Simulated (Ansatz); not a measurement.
Crystal: BaTiO3.

```
Ba Ti O
1.0
     4.53388   -2.93796   -2.84449
    -4.17915   -2.17324    2.57872
    -4.67624    2.67138   -2.77803
Ba Ti O
2 2 6
Direct
  0.99294 0.49864 0.49912
  0.99812 0.99664 0.00014
  0.49527 0.25090 0.73929
  0.49333 0.75158 0.24081
  0.51082 0.50216 0.01063
  0.51041 0.00231 0.50870
  0.49548 0.49574 0.49913
  0.49557 0.99266 0.99920
  0.01119 0.00687 0.50887
  0.00442 0.50250 0.00167
```

Below is the output of Ansatz 0.2.0 for this cell. Logs are shortened: lines on timing, memory, paths and dates and some standing lists are left out, and cuts for length are marked.

```text
Warning: RAYON_NUM_THREADS=4 ignored (pool sized by the plan → 4); use --threads N
Engine: ansatz 0.2.0, x86_64-unknown-linux-gnu
Pseudopotentials: kind: paw
Pseudopotential: Ba, paw, valence charge 10, recommended cutoff 420 eV (normal), Ba.paw.azcp
Pseudopotential: Ti, paw, valence charge 12, recommended cutoff 420 eV (normal), Ti.paw.azcp
Pseudopotential: O, paw, valence charge 6, recommended cutoff 420 eV (normal), O.paw.azcp
Functional definition: BLYP
  parameter beta = 0.0042
  parameter a = 0.04918
  parameter b = 0.132
  parameter c = 0.2533
  parameter d = 0.349
  exchange = b88_x(beta = beta)
  correlation = lyp_c(a = a, b = b, c = c, d = d)
Crystal: 10 atoms, lattice volume = 126.341 Å³
Basis set: ecut = 420 eV, 2467 PW (Γ), exchange–correlation on 90×72×90 points (8 copies of the dense FFT grid, shifted against one another)
[... 310 lines left out ...]
  atom  10  O     -0.00001027    -0.00004015    -0.00005854
  max |Σ_I F_I| component: 9.06e-6 eV/Å
--- Stress (GPa, compression-positive) ---
       -0.037418      -0.000520       0.000515
       -0.000520       0.020464       0.021222
        0.000515       0.021222       0.019527
  P = ⅓ Tr σ = 0.0009 GPa (0.009 kbar)
--- Band table (eV; the first three rows and the last of 148) ---
  k-point 0: bands = ["-46.9075", "-46.9057", "-23.3071", "-23.2885", "-23.2835", "-23.2597", "-23.2045", "-23.1567", "-15.7818", "-15.6190", "-7.2185", "-6.6413", "-6.5962", "-6.5279", "-6.5162", "-6.3300", "-1.5082", "-1.3084", "-1.2514", "-0.9025", "-0.8877", "-0.7989", "5.3529", "6.0413", "6.0799", "6.8268", "6.9249", "7.0154", "7.0718", "7.1187", "7.2089", "7.6254", "7.8611", "8.1774", "8.4032", "8.5252", "8.6955", "8.8984", "9.2057", "9.3408", "11.9153", "12.3065", "12.4031", "13.2794", "13.3446", "13.6145", "13.7481", "13.7890", "14.2301", "14.8278"]
  k-point 1: bands = ["-46.9073", "-46.9059", "-23.3059", "-23.2898", "-23.2819", "-23.2614", "-23.2014", "-23.1600", "-15.7684", "-15.6281", "-7.2076", "-6.6554", "-6.6414", "-6.5390", "-6.5247", "-6.3679", "-1.4142", "-1.2404", "-1.1410", "-0.8839", "-0.8670", "-0.7647", "5.4665", "6.1144", "6.1497", "6.7751", "6.8401", "6.9422", "6.9994", "7.0196", "7.0798", "7.4638", "7.6966", "8.0852", "8.1858", "8.5807", "8.6859", "8.7760", "9.0988", "9.2322", "12.0805", "12.2412", "12.4369", "13.1750", "13.2983", "13.5191", "13.9529", "14.0415", "14.5402", "15.1290"]
  k-point 2: bands = ["-46.9070", "-46.9062", "-23.3026", "-23.2933", "-23.2777", "-23.2658", "-23.1927", "-23.1689", "-15.7341", "-15.6538", "-7.1536", "-6.8291", "-6.6362", "-6.5804", "-6.5111", "-6.4307", "-1.2249", "-1.0900", "-0.9089", "-0.8808", "-0.8555", "-0.6416", "5.7485", "6.2301", "6.3341", "6.4815", "6.6279", "6.7542", "6.8467", "6.8744", "7.0645", "7.1475", "7.3201", "7.6585", "8.2301", "8.5085", "8.5649", "8.6810", "8.8671", "8.9980", "12.2779", "12.4552", "12.5929", "12.9004", "13.1281", "13.2517", "14.3801", "14.6388", "15.3087", "15.3273"]
  k-point 147: bands = ["-46.9071", "-46.9061", "-23.3030", "-23.2930", "-23.2753", "-23.2685", "-23.2055", "-23.1560", "-15.7364", "-15.6473", "-7.2039", "-6.8540", "-6.6504", "-6.6081", "-6.5061", "-6.3783", "-1.1849", "-1.0689", "-0.8645", "-0.8211", "-0.7262", "-0.6872", "5.5267", "6.2070", "6.2216", "6.2484", "6.5654", "6.6299", "6.9349", "7.0512", "7.1155", "7.2161", "7.4942", "8.0245", "8.1277", "8.1997", "8.4784", "8.5127", "8.7632", "9.0172", "12.2931", "12.5713", "12.7492", "12.8101", "13.0774", "13.4310", "14.0665", "14.8158", "14.8547", "15.2806"]
--- Relaxed structure (16 steps of the walk, 15 accepted, 4 SCFs on fresh bases) ---
  F+E_penalty+E_count = -20381.81460320 eV   max|allowed force component| = 1.160e-3 eV/Å   (the final SCF, on the basis selected at the relaxed cell)
  cell:  # Å, volume = 141.4037 Å³
    - [4.22391823103678, -2.9320451526554945, -2.9380786670044268]
    - [-4.242726265846184, -2.836531423322701, 2.7964583486577586]
    - [-4.263036542276968, 2.7720644117823543, -2.8299362805960113]
  atoms:
    - { symbol: Ba, position: [0.9842231228813063, 0.48115888564135134, 0.4819130314311725] }
    - { symbol: Ba, position: [0.9842277164950834, 0.9811628243661635, -0.018081609647421632] }
    - { symbol: Ti, position: [0.4677469451428125, 0.21480818824559386, 0.7155633365461638] }
    - { symbol: Ti, position: [0.4677474501406395, 0.7148079605301024, 0.2155646249061721] }
    - { symbol: O, position: [0.5050808394555167, 0.5192845404685835, 0.020040625184300304] }
    - { symbol: O, position: [0.5050795898182981, 0.019282064564076204, 0.5200413089480672] }
    - { symbol: O, position: [0.517249642457468, 0.5170417712733457, 0.5177972311460721] }
    - { symbol: O, position: [0.5172509012297588, 1.0170438887089868, 1.0178003865477006] }
    - { symbol: O, position: [0.02947694432032058, 0.017704893415135835, 0.5184610198786236] }
    - { symbol: O, position: [0.029476848058796357, 0.5177049827866614, 0.01846004505915136] }
```

Task: What input gives this log?

Result: Relaxation of cell and atoms with BLYP, no spin polarisation. The files as run (others can give the same):

input.yaml
```yaml
crystal:
  lattice:
    - [4.53387605, -2.93796388, -2.84448813]
    - [-4.17915424, -2.17324007, 2.57872365]
    - [-4.67623927, 2.67137974, -2.77803116]
  atoms:
    - { symbol: Ba, position: [0.99294384, 0.49864198, 0.49912084] }
    - { symbol: Ba, position: [0.99811969, 0.99663923, 0.000137] }
    - { symbol: Ti, position: [0.49526869, 0.25090263, 0.73929018] }
    - { symbol: Ti, position: [0.49332958, 0.75157672, 0.24081355] }
    - { symbol: O, position: [0.5108239, 0.50216355, 0.01062875] }
    - { symbol: O, position: [0.51040972, 0.0023124, 0.5087025] }
    - { symbol: O, position: [0.49548448, 0.49573515, 0.49912776] }
    - { symbol: O, position: [0.49557131, 0.99266336, 0.99920158] }
    - { symbol: O, position: [0.01119185, 0.00686691, 0.50886708] }
    - { symbol: O, position: [0.00441694, 0.50249807, 0.00167076] }
hamiltonian:
  xc: blyp
  pseudopotentials: { kind: paw }
kpoints:
  mp_grid: { grid: [7, 7, 6] }
scf:
  occupations: { method: fermi_dirac, width: 0.05 }
output:
  forces: true
  stress: true
  eigenvalues: true
relax:
  f_tol: 0.01
  max_steps: 40
  cell: { stress_tol: 0.05 }
```

Potentials or basis: Ansatz PAW.
Launch:
```console
$ ansatz run input.yaml --threads 4 --pin off --max-ram 11264MiB --backend cpu --events-out ev --progress --plain --runs-dir out
```

Caveat: odd divisions of the mesh miss points on the zone boundary, where band edges often lie, so the gap on the mesh can be too wide; the plane-wave basis is chosen anew once the cell has moved, so the energies of steps on either side of that aren't comparable; the pressure holds a Pulay correction of +0.6 GPa for the finite cutoff; spin-orbit coupling is left out, which moves the levels of the heavy elements; the volume moved by +12 % from the deposited cell, more than functionals usually miss; the PAW data sets come from PBE, with cores solved anew for the run's functional, which leaves a small shift of forces and pressure.
